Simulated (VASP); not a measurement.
Re: equation of state with PBE

Crystal: Re.

```
CELL_PARAMETERS angstrom
1.38392 0.79901 6.69861
-1.38392 0.79901 6.69861
0.00000 -1.59802 6.69861
ATOMIC_POSITIONS crystal
Re 0.77783 0.77783 0.77783
Re 0.22217 0.22217 0.22217
Re 0.00000 0.00000 0.00000
```

This isn't the form of Re at room conditions, which is hcp.

- Program: VASP 6.6.1
- Task: equation of state
- Functional: PBE
- Potentials or basis: VASP PAW PBE potentials, release 64 (Re)
- Cutoff: 520 eV
- k mesh: 11 × 11 × 11
- Occupations: fermi-dirac, width 0.05 eV
- Spin: no spin polarisation

```json
{
  "Equilibrium volume": "14.95 Å³/atom",
  "Bulk modulus at fixed shape and positions": "371 GPa",
  "Pressure derivative of the bulk modulus": "4.4"
}
```

Energy against volume, from the lowest point:
```tsv
volume (Å³/atom)	energy (meV/atom)
13.925	90.74
14.222	43.38
14.518	13.74
14.814	0.00
15.110	0.55
15.407	13.90
```

All runs of the series together: 52 min on 1 thread of AMD EPYC 9R45 96-Core Processor (Zen 5), with other jobs on the host.

Caveat: the cell was scaled at fixed shape and fractional positions, which overstates the stiffness of a crystal with free parameters, most of all of layers and chains. Spin-orbit coupling is left out, which matters for the levels of Re.
